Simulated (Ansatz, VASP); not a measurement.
SrO: VASP beside Ansatz

The input INCAR:

```
PREC = Accurate
ENCUT = 520
EDIFF = 1E-6
ISMEAR = 0
SIGMA = 0.05
LREAL = F
LASPH = T
NELM = 80
ALGO = Normal
ISIF = 2
LWAVE = F
LCHARG = T
GGA = PE
LELF = T
LVHAR = T
NBANDS = 15
```

Contents of KPOINTS:

```
Automatic mesh
0
Gamma
  8 8 8
```

POSCAR

```
SrO
1.0
    0.0000000000      2.3546057885      3.0609875251
    2.3546057885      0.0000000000      3.0609875251
    2.3546057885      2.3546057885      0.0000000000
Sr O
1 1
Direct
    0.0000000000      0.0000000000      0.0000000000
    0.5000000000      0.5000000000      0.5000000000
```

Input for Ansatz:

```yaml
crystal:
  lattice:
    - [0.0, 2.3546057885, 3.0609875251]
    - [2.3546057885, 0.0, 3.0609875251]
    - [2.3546057885, 2.3546057885, 0.0]
  atoms:
    - { symbol: Sr, position: [0.0, 0.0, 0.0] }
    - { symbol: O, position: [0.5, 0.5, 0.5] }
basis:
  ecutwfc: 420
kpoints:
  mp_grid: { grid: [8, 8, 8] }
hamiltonian:
  xc: pbe
scf:
  occupations: { method: gaussian, width: 0.05 }
output:
  forces: true
  stress: true
  eigenvalues: true
```

Alike in both runs: task single point; functional PBE; k mesh 8 × 8 × 8; occupations gaussian, width 0.05 eV; no spin polarisation.

|  | VASP | Ansatz |
| --- | --- | --- |
| version | VASP 6.6.1 | Ansatz 0.2.0 |
| potentials or method | VASP PAW PBE potentials, release 64 (Sr_sv, O) | scalar-relativistic, plane waves, PAW |
| plane-wave cutoff (eV) | 520 | 420 |
| valence electrons in the cell | 16 | 16 |

Ansatz gave:

| Quantity | Value |
| --- | --- |
| gap on the k mesh at the Fermi level (eV) | 2.32 |
| least direct gap on the mesh (eV) | 2.48 |
| pressure (GPa) | 15.7 |
| largest component of the traceless stress (GPa) | 21.21 |

**Question.** What did VASP give for the same quantities?

**Answer.** gap on the k mesh at the Fermi level (eV): 2.29; least direct gap on the mesh (eV): 2.42; pressure (GPa): 16.8; largest component of the traceless stress (GPa): 22.30.

With one functional, cell and mesh, what is left measures potentials, basis and numerics.

Caveats: so large a pressure means that the cell lies far from this level's equilibrium, or that cutoff or potentials fall short (VASP). A k mesh can miss the band edges. As with any semilocal functional, this PBE gap is likely too small.
